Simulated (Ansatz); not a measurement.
The system is Si2Mo.

```
CELL_PARAMETERS angstrom
4.58547 0.00000 0.00000
-2.29274 3.97113 0.00000
0.00000 0.00000 6.57976
ATOMIC_POSITIONS crystal
Mo 0.50000 0.50000 0.83333
Mo 0.00000 0.50000 0.16667
Mo 0.50000 0.00000 0.50000
Si 0.16387 0.32775 0.50000
Si 0.67225 0.83613 0.16667
Si 0.83613 0.16387 0.83333
Si 0.83613 0.67225 0.50000
Si 0.32775 0.16387 0.16667
Si 0.16387 0.83613 0.83333
```

Measurements of this composition are mostly on another form, of space group No. 139.

Base run:

| Property | Result |
| --- | --- |
| Program | Ansatz 0.2.0 |
| Functional | LDA |
| Potentials or basis | Ansatz PAW |
| Cutoff | 420 eV (not typed: the program's choice for these potentials) |
| k mesh | 7 × 7 × 4 |
| Occupations | fermi-dirac, width 0.05 eV |
| Spin | no spin polarisation |

Its results: band gap on the k mesh 0.24 eV, indirect (least direct gap 0.60 eV); pressure -4.9 GPa.

**Question.** The run is repeated on the same cell with these changes: functional from LDA to r2SCAN; cutoff from 420 eV (not typed: the program's choice for these potentials) to 500 eV (not typed: the program's choice for these potentials). What comes out?

**Answer.** Band gap on the k mesh 0.37 eV, indirect (least direct gap 0.78 eV); pressure -0.2 GPa.

r2SCAN gives the wider gap, since meta-GGAs in the generalised Kohn-Sham scheme recover part of the derivative discontinuity.

Caveats: the k mesh misses the band edges, so the gap on the mesh is wider than the one along the path; the PAW data sets come from PBE, with cores solved anew for the run's functional, which leaves a small shift of forces and pressure.
